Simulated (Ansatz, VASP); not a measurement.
# CdSe: VASP beside Ansatz

File INCAR:

```
ALGO     = Normal         # electronic algorithm
EDIFF    = 1E-6           # SCF threshold, eV
ENCUT    = 520            # plane-wave cutoff, eV
GGA      = CA             # functional
ISIF     = 2              # what is computed and relaxed
ISMEAR   = -1             # smearing method
LASPH    = True           # aspherical terms in the spheres
LCHARG   = False          # write CHGCAR
LREAL    = False          # projectors in reciprocal space
LWAVE    = False          # write WAVECAR
NBANDS   = 16             # bands
NELM     = 80             # most SCF steps
PREC     = Accurate       # precision mode
SIGMA    = 0.05           # smearing width, eV
```

Contents of KPOINTS:

```
k-points
0
Gamma
  12 12 12
```

The input POSCAR:

```
CdSe
1.0
    0.0000000000      2.3022857817      2.3022857817
    2.3022857817      0.0000000000      2.3022857817
    2.3022857817      2.3022857817      0.0000000000
Cd Se
1 1
Direct
    0.0000000000      0.0000000000      0.0000000000
    0.2500000000      0.2500000000      0.2500000000
```

Input for Ansatz:

```yaml
crystal:
  lattice:
    - [0.0, 2.3022857817, 2.3022857817]
    - [2.3022857817, 0.0, 2.3022857817]
    - [2.3022857817, 2.3022857817, 0.0]
  atoms:
    - { symbol: Cd, position: [0.0, 0.0, 0.0] }
    - { symbol: Se, position: [0.25, 0.25, 0.25] }
kpoints:
  mp_grid: { grid: [12, 12, 12] }
scf:
  occupations: { method: fermi_dirac, width: 0.05 }
hamiltonian:
  xc: lda
  pseudopotentials: { kind: all_electron, datasets: crystal }
output:
  forces: true
  stress: true
  eigenvalues: true
```

Change from the starting cell: volume scaled by 0.45, crystal datasets.

Alike in both runs: task single point; functional LDA; k mesh 12 × 12 × 12; occupations fermi-dirac, width 0.05 eV; no spin polarisation.

|  | VASP | Ansatz |
| --- | --- | --- |
| version | VASP 6.6.1 | Ansatz 0.2.0 |
| potentials or method | VASP PAW LDA potentials, release 64 (Cd, Se) | all-electron PAW with datasets made for the crystal, scalar-relativistic |
| plane-wave cutoff (eV) | 520 | see its input |

Ansatz gave:

* pressure (GPa): 296.8

Task: What did VASP give for the same quantities?

Result: Pressure (GPa): 308.8.

Ansatz ran all-electron here, so the differences hold the error of VASP's frozen core and of both bases.

Caveats: the cell as given lies far from equilibrium; so large a pressure means that the cell lies far from this level's equilibrium, or that cutoff or potentials fall short (VASP). A k mesh can miss the band edges.
